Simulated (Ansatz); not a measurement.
Runs of Ansatz 0.2.0 on HfC. The structure is cubic, space group Fm-3m (No. 225). Conventional cell: a = 4.650 Å, b = 4.650 Å, c = 4.650 Å, α = 90.00°, β = 90.00°, γ = 90.00°. Hf (site symmetry m-3m) has 6 C at 2.33 Å as nearest neighbours. C (site symmetry m-3m) has 6 Hf at 2.33 Å as nearest neighbours. 

```tsv
task	level	potentials or basis	spin	U	cell	k mesh	cutoff (eV)	smearing	driver	optimizer	fmax	steps	filter	other keys	mesh quality	gap on the mesh (eV)	pressure (GPa)
relaxation of cell and atoms	LDA	PseudoDojo LDA	off	-	relaxed	8 × 8 × 8	1116	cold 0.025 eV	calculator	BFGS	0.01	30	FrechetCellFilter	-	not flagged	-	0.0
electrostatic potential	LDA+U	as the typed override names	non-collinear, program default start, SOC	Hf d U = 3.5 eV	as given	10 × 10 × 10	550	fermi-dirac 0.05 eV	chain	-	-	-	-	hamiltonian.pseudopotentials = kind paw_fr; …	not flagged	none	-16.2
single point	BPBE+D4	Ansatz PAW	SOC, no magnetisation	-	as given	10 × 10 × 10	420	fermi-dirac 0.05 eV	calculator	-	-	-	-	-	not flagged	-	-7.5
single point	BPBE+D4	Ansatz PAW	SOC, no magnetisation	-	as given	10 × 10 × 10	420	fermi-dirac 0.05 eV	-	-	-	-	-	-	not flagged	none	-7.5
electrostatic potential	HSE03	JTH PAW	off	-	volume scaled by 1.25	5 × 5 × 5	1230	methfessel-paxton 0.15 eV	chain	-	-	-	-	-	coarse	none	(a)
```

**Question.** Fill in the values left out.

**Answer.** (a) -36.2.

Caveats: some runs use coarse meshes; the dispersion damping was fitted for another functional or another form of the correction (some runs); the U is typed as a test and isn't derived for this compound (some runs); the potentials were made for another functional, which shifts forces and pressure (some runs); pairwise dispersion overbinds metals, which lowers pressure and volume (some runs); the PAW data sets come from PBE, with cores solved anew for the run's functional, which leaves a small shift of forces and pressure (some runs); the thresholds are loose for stress (some runs).

A k mesh can miss the band edges, and rows without SOC leave out spin-orbit coupling on Hf.

A gap of «none» marks a metal or a gap under the smearing width.

The runs don't all hold the same shells in valence.
